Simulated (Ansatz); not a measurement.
## PbI2: projected DOS by orbital

```
CELL_PARAMETERS angstrom
4.55500 0.00000 0.00000
-2.27750 3.94475 0.00000
0.00000 0.00000 6.97700
ATOMIC_POSITIONS crystal
Pb 0.00000 0.00000 0.00000
I 0.33333 0.66667 0.26500
I 0.66667 0.33333 0.73500
```

Atoms are numbered in the order listed.

The cell is COD entry 9009114, as deposited and not checked against the literature; nothing was relaxed.

Spin–orbit coupling is left out, though it moves levels of the heavy atoms by tenths of an eV or more.

Level of theory: DFT, PBE, all-electron LAPW, scalar-relativistic (Ansatz 0.2.0).

Sampling and basis: a Γ-centred 8×8×5 k mesh, Fermi–Dirac smearing of 0.01 eV, basis error target 1 meV/atom, no spin polarisation.

States per eV for one atom of each kind, in 0.4 eV bins named by their centres, from the valence-band top, projected on a minimal set of Löwdin-orthogonalised atomic shells; orbitals are real harmonics on the Cartesian axes, equal curves share a column, and empty bins are left out, as is all above 7.6 eV, near the top of the computed bands.

Pb1 6p:

```
# E all pz px=py
-12.0 0.10 0.01 0.05
-11.6 0.45 0.16 0.15
-11.2 0.10 0.05 0.02
-3.2 0.38 0.14 0.12
-2.8 0.72 0.23 0.25
-2.4 0.78 0.24 0.27
-2.0 0.86 0.30 0.28
-1.6 0.36 0.11 0.12
-1.2 0.29 0.09 0.10
-0.8 0.07 0.02 0.02
-0.4 0.05 0.01 0.02
0.0 0.01 0.00 0.00
2.4 0.09 0.08 0.00
2.8 0.70 0.43 0.13
3.2 2.59 0.74 0.92
3.6 2.88 0.48 1.20
4.0 2.76 0.92 0.92
4.4 1.02 0.66 0.18
4.8 0.04 0.02 0.01
5.6 0.01 0.00 0.00
6.0 0.01 0.00 0.00
6.4 0.01 0.00 0.00
6.8 0.01 0.01 0.00
7.2 0.03 0.02 0.01
```

I2 5p:

```
# E all pz px=py
-12.0 0.01 0.01 0.00
-11.6 0.01 0.00 0.00
-7.6 0.09 0.01 0.04
-7.2 0.22 0.06 0.08
-6.8 0.06 0.05 0.01
-3.2 0.45 0.12 0.16
-2.8 0.95 0.27 0.34
-2.4 1.40 0.58 0.41
-2.0 1.77 0.60 0.58
-1.6 1.29 0.39 0.45
-1.2 2.38 0.84 0.77
-0.8 2.43 0.84 0.79
-0.4 1.77 0.50 0.64
0.0 0.21 0.10 0.05
2.8 0.07 0.04 0.01
3.2 0.37 0.22 0.08
3.6 0.49 0.15 0.17
4.0 0.59 0.11 0.24
4.4 0.27 0.04 0.11
4.8 0.01 0.00 0.00
5.6 0.01 0.00 0.00
6.0 0.01 0.00 0.00
7.2 0.01 0.00 0.00
```

Pb1 6s:

```
# E all
-12.0 0.16
-11.6 0.10
-11.2 0.02
-7.6 0.96
-7.2 2.36
-6.8 0.58
-2.8 0.01
-2.4 0.02
-2.0 0.02
-1.6 0.02
-1.2 0.05
-0.8 0.06
-0.4 0.54
0.0 0.07
```

I2 5s:

```
# E all
-12.0 0.67
-11.6 2.51
-11.2 1.31
-7.6 0.01
-7.2 0.10
-6.8 0.06
-3.2 0.01
-2.8 0.02
-2.4 0.02
-2.0 0.02
-1.6 0.01
-1.2 0.01
-0.8 0.01
2.4 0.01
2.8 0.04
3.2 0.09
3.6 0.04
4.0 0.03
4.4 0.01
```
